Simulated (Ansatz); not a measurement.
input.yaml (Ansatz)

```yaml
crystal:
  lattice:
    - [0.0, 2.618771582, 2.618771582]
    - [2.618771582, 0.0, 2.618771582]
    - [2.618771582, 2.618771582, 0.0]
  atoms:
    - { symbol: La, position: [0.0, 0.0, 0.0] }
hamiltonian:
  xc: r2scan
  pseudopotentials:
    kind: paw
    azcp:
      La: "pseudopotentials/La.paw.azcp"
basis:
  ecutwfc: 500
  fft_grid_basis: typed
kpoints:
  mp_grid: { grid: [12, 12, 12], shift: [0, 0, 0] }
magnetization:
  spin_polarized: false
scf:
  occupations: { method: fermi_dirac, width: 0.1 }
  lower_state_search: "off"
output:
  stress: true
```

and its output:

```
Engine: ansatz 0.2.0, x86_64-unknown-linux-gnu
Pseudopotentials: kind: paw
Pseudopotential: La, paw, valence charge 11, recommended cutoff 500 eV (meta_gga) 
Functional definition: r2SCAN
  parameter k0 = 0.174
  parameter k1 = 0.065
  parameter a1 = 4.9479
  exchange = r2scan_x(k0 = k0, k1 = k1, a1 = a1)
  correlation = r2scan_c
Crystal: 1 atoms, lattice volume = 35.919 Å³
Basis set: ecut = 500 eV, 941 PW (Γ), exchange–correlation on 120×120×120 points (64 copies of the dense FFT grid, shifted against one another)
Bands: 10, of which v1, the nominal top of the filled ones, is band 6 counted from 1 (5 counted from 0)
Symmetry: 48 space group operations
Space group: Fm-3m (ITA 225), of the structure as read, at distance tolerance 3.3e-5 Å
k-points: 72 of 1728
Non-local potential: La, projectors of the file, l = 0: 3, l = 1: 2, l = 2: 2, l = 3: 3
PAW form: soft (Blöchl's): semilocal exchange-correlation on the pseudo side does not see the compensation charge
PAW frozen core: La, regenerated for the run's functional (the file was generated under x = pbe(κ = 0.804, μ = 0.2195149727645171), c = pbe(β = 0.06672455060314922))
PAW one-centre angular grid: La, 974 points (default); XC on 160 Gauss nodes
Initial density: superposition of atomic densities (neutral atoms: chi_scale 0, normalization atom), corrected by the library's trained network
Initial wavefunctions: pseudopotential atomic-orbital guess
Functional: x = r2scan, c = r2scan; τ floored in thin density (d = 2e-4 eV/Å³)
SCF iter   1: F=-6264.680525 eV  HF=-6264.635989 eV  |F-HF|=4.45e-2  |Δ(HF+E_count)|=         —  Δρ=8.93e-3  dr2=2.92e-2  dr2_τ=3.02e-3  ethr=1.77e-3  ⟨swp⟩=4.0  Hψ=3457  notcnv=0
SCF iter   2: F=-6264.693364 eV  HF=-6264.695615 eV  |F-HF|=2.25e-3  |Δ(HF+E_count)|=   5.96e-2  Δρ=4.47e-3  dr2=6.58e-3  dr2_τ=3.30e-4  ethr=2.65e-4  ⟨swp⟩=2.3  Hψ=1959  notcnv=0
SCF iter   3: F=-6264.694878 eV  HF=-6264.694715 eV  |F-HF|=1.63e-4  |Δ(HF+E_count)|=   9.00e-4  Δρ=7.79e-4  dr2=3.15e-4  dr2_τ=6.32e-6  ethr=5.98e-5  ⟨swp⟩=2.4  Hψ=1431  notcnv=0
SCF iter   4: F=-6264.694922 eV  HF=-6264.694921 eV  |F-HF|=7.31e-7  |Δ(HF+E_count)|=   2.06e-4  Δρ=8.91e-5  dr2=1.82e-6  dr2_τ=1.45e-7  ethr=2.86e-6  ⟨swp⟩=2.8  Hψ=1183  notcnv=0
SCF iter   5: F=-6264.694922 eV  HF=-6264.694922 eV  |F-HF|=3.65e-8  |Δ(HF+E_count)|=   1.12e-6  Δρ=2.40e-5  dr2=2.18e-7  dr2_τ=8.86e-9  ethr=1.65e-8  ⟨swp⟩=2.3  Hψ=1139  notcnv=0
SCF iter   6: F=-6264.694923 eV  HF=-6264.694923 eV  |F-HF|=4.12e-8  |Δ(HF+E_count)|=   6.53e-8  Δρ=9.34e-6  dr2=2.39e-8  dr2_τ=5.53e-10  ethr=9.09e-10  ⟨swp⟩=4.8  Hψ=2326  notcnv=0
SCF 1 converged in 6 iterations: F = -6264.694923 eV  dr2 = 2.39e-8
SCF converged after 6 iterations
Free energy (F): -6264.694923 eV
Harris-Foulkes:  -6264.694923 eV  (|F-HF|=4.12e-8)
Internal energy: -6264.641931 eV  (E = F + TS)
E sigma→0 (E₀):  -6264.668427 eV
Entropy (-TS):   -0.052992 eV (-52.992 meV/atom)
Fermi energy:    11.554288 eV
--- Per-component energies (eV) ---
  E_band       = -45.779310
  E_kinetic    = 193.481492
  E_local      = -320.846534  (includes V_loc(G=0)·N_el)
  E_nonlocal   = 92.879237
  E_hartree    = 101.384401
  E_xc         = -132.164549
  E_vxc        = -160.721426  (∫ρ·V_xc dr)
  E_paw        = -5436.828628  (= ΣΔE_a)
  E_vpaw       = -61.723352  (= ΣTr[D̂ρ^β])
  E_aug_tail   = 0.000000  (compensation charges beyond the density's cutoff)
  E_vtau       = 8.383080  (kinetic-family band-sum trace: ∫τ·v_τ [+ j·A + Jᵃ·Aᵃ] dr)
  E_ewald      = -762.615863
  E_core_change = 0.068512  (= ΣΔE_core)
  E_smearing   = -0.052992  (= −TS)
  E_closure    = -0.000000  (closes the sum)
  Σ components = -6264.694923   (vs F -6264.694923, Δ=0.00e0)
--- Stress (GPa, compression-positive) ---
        0.675887       0.000000       0.000000
        0.000000       0.675887      -0.000000
        0.000000      -0.000000       0.675887
  P = ⅓ Tr σ = 0.6759 GPa (6.759 kbar)
```

Launched by

```sh
ansatz run input.yaml --threads 1 --pin off --max-ram 3584MiB --backend cpu --events-out ev --progress --plain --runs-dir out
```

On 1 thread of Intel(R) Xeon(R) Platinum 8259CL CPU @ 2.50GHz (Skylake/Cascade Lake) (shared host) this took about 6.8 s of wall time and 6.7 s of CPU time.
